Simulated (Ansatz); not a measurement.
Here is an Ansatz 0.2.0 calculation.

File input.yaml:

```yaml
crystal:
  lattice:
    - [0.0, 1.9417396906, 1.9651051623]
    - [1.4984397099, 0.0, 1.9651051623]
    - [1.4984397099, 1.9417396906, 0.0]
  atoms:
    - { symbol: Fe, position: [0.0, 0.0, 0.0] }
hamiltonian:
  xc: pbe
  pseudopotentials: { kind: paw }
magnetization:
  spin_polarized: true
  initial_magnetization: 0.0
  spin_locking: { lock_magnetization: hard }
kpoints:
  mp_grid: { grid: [11, 11, 11] }
scf:
  occupations: { method: fermi_dirac, width: 0.05 }
  lower_state_search: "off"
output:
  forces: true
  stress: true
  eigenvalues: true
```

Potentials or basis: Ansatz PAW.

The run is started by

```console
$ ansatz run input.yaml --threads 2 --pin off --max-ram 5632MiB --backend cpu --events-out ev --progress --plain --runs-dir out
```

What does it give for the pressure?

-19.7 GPa.

Stress tensor (GPa, compression positive):
```
 -4.50   0.00   0.00
  0.00 -26.15   0.00
  0.00   0.00 -28.56
```

Caveat: the total moment is fixed, so each spin has its own Fermi level; the thresholds are loose for stress.
